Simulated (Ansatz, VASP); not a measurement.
This is a calculation of Ni for VASP 6.6.1.

The input INCAR:

```
PREC = Accurate ; ENCUT = 520
EDIFF = 1E-6 ; ISMEAR = -1
SIGMA = 0.05 ; LREAL = F
LASPH = T ; NELM = 150
ALGO = Normal ; ISIF = 2
LWAVE = F ; LCHARG = F
ISPIN = 2 ; MAGMOM = 1
LORBIT = 11 ; LMAXMIX = 4
GGA = PS ; NBANDS = 15
```

File KPOINTS:

```
Automatic mesh
0
Gamma
  13 13 13
```

POSCAR

```
Ni
1.0
    0.0000000000      1.7021023080      1.7021023080
    1.7021023080      0.0000000000      1.7021023080
    1.7021023080      1.7021023080      0.0000000000
Ni
1
Direct
    0.0000000000      0.0000000000      0.0000000000
```

Potentials or basis: VASP PAW PBE potentials, release 64 (Ni).

The run is started by

```bash
$ cat potpaw_PBE.64/Ni/POTCAR > POTCAR
$ mpirun -np 1 vasp_std > vasp.out
```

**Question.** Set up the same calculation for Ansatz 0.2.0. Potentials there: all-electron LAPW, scalar-relativistic.

**Answer.** As run (the cutoff follows the program's own potentials):

File input.yaml:

```yaml
crystal:
  lattice:
    - [0.0, 1.702102308, 1.702102308]
    - [1.702102308, 0.0, 1.702102308]
    - [1.702102308, 1.702102308, 0.0]
  atoms:
    - { symbol: Ni, position: [0.0, 0.0, 0.0], spin: 1.0 }
kpoints:
  mp_grid: { grid: [13, 13, 13] }
scf:
  occupations: { method: fermi_dirac, width: 0.05 }
hamiltonian:
  xc: pbesol
  pseudopotentials: { kind: all_electron, lapw: { basis_error: 0.0005 } }
magnetization:
  spin_polarized: true
output:
  forces: true
  stress: true
  eigenvalues: true
```

Potentials or basis: all-electron LAPW, scalar-relativistic.

The run is started by

```console
$ ansatz run input.yaml --threads 2 --pin off --max-ram 6144MiB --backend cpu --events-out ev --progress --plain --runs-dir out
```

Both were run:

|  | VASP | Ansatz | Ansatz less VASP |
| --- | --- | --- | --- |
| gap on the k mesh at the Fermi level (eV) | none | none | - |
| pressure (GPa) | 13.2 | 13.4 | +0.25 |
| net moment per atom (μB) | 0.62 | 0.62 | +0.004 |
| size of the moment on the site where the two differ most (μB) | 0.62 | 0.65 | +0.024 |

Site moments also hang on the region over which each program counts them. A gap of «none» marks a metal or a gap that the smearing closes. Ansatz ran all-electron here, so the differences hold the error of VASP's frozen core and of both bases.

Caveats: the PAW data sets were made with another functional, which shifts forces and pressure a little (VASP).
